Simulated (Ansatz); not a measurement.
**Every step of a relaxation of Ga (diamond type)**

DFT, PBE, PAW with Ansatz's default frozen-core files, fully relativistic files with spin-orbit coupling (Ansatz 0.2.0); a Γ-centred 12×12×12 k mesh, Fermi–Dirac smearing of 0.05 eV, no spin polarisation. The run relaxes cell and atoms at a target pressure of 0 GPa.

Command: `ansatz run input.yaml --threads 2 --pin off --max-ram 5120MiB --backend cpu --events-out ev --progress --plain --runs-dir out` It took 18 s on 2 threads of Intel(R) Xeon(R) 6975P-C (Granite Rapids), on a shared host, peak memory 0.6 GiB.

PAW: frozen-core files, cutoff 420 eV; forces are relaxed below 0.005 eV/Å.

Each step lists its free energy a cell above the last geometry, the pressure, the cell vectors (Å), and Cartesian positions (Å) with forces (eV/Å).

The first step:

```
step 1  dF = 26.65 meV  P = 2.87 GPa
  cell 0.0000 2.8744 2.8744  2.8744 0.0000 2.8744  2.8744 2.8744 0.0000
  Ga -0.7186 -0.7186 -0.7186   0.0000 0.0000 0.0000
  Ga 0.7186 0.7186 0.7186   0.0000 0.0000 0.0000
```

Question: Where does the relaxation end, and by which steps?

Answer: After 4 geometries, with conventional a, b, c = 5.877, 5.877, 5.877 Å, at 25.378 Å³/atom (+6.86 % against the start) in space group Fd-3m, with a shortest distance of 2.545 Å. The further steps:
```
step 2  dF = 4.04 meV  P = 1.06 GPa
  cell 0.0000 2.9125 2.9125  2.9125 0.0000 2.9125  2.9125 2.9125 0.0000
  Ga -0.7281 -0.7281 -0.7281   0.0000 0.0000 0.0000
  Ga 0.7281 0.7281 0.7281   0.0000 0.0000 0.0000
step 3  dF = 0.03 meV  P = 0.12 GPa
  cell 0.0000 2.9356 2.9356  2.9356 0.0000 2.9356  2.9356 2.9356 0.0000
  Ga -0.7339 -0.7339 -0.7339   0.0000 0.0000 0.0000
  Ga 0.7339 0.7339 0.7339   0.0000 0.0000 0.0000
step 4  dF = 0.00 meV  P = 0.01 GPa
  cell 0.0000 2.9387 2.9387  2.9387 0.0000 2.9387  2.9387 2.9387 0.0000
  Ga -0.7347 -0.7347 -0.7347   0.0000 0.0000 0.0000
  Ga 0.7347 0.7347 0.7347   0.0000 0.0000 0.0000
step 5  dF = -0.67 meV  P = 0.00 GPa  (same geometry on a basis chosen anew; earlier energies don't compare to the last digit)
  cell 0.0000 2.9387 2.9387  2.9387 0.0000 2.9387  2.9387 2.9387 0.0000
  Ga -0.7347 -0.7347 -0.7347   0.0000 0.0000 0.0000
  Ga 0.7347 0.7347 0.7347   0.0000 0.0000 0.0000
```
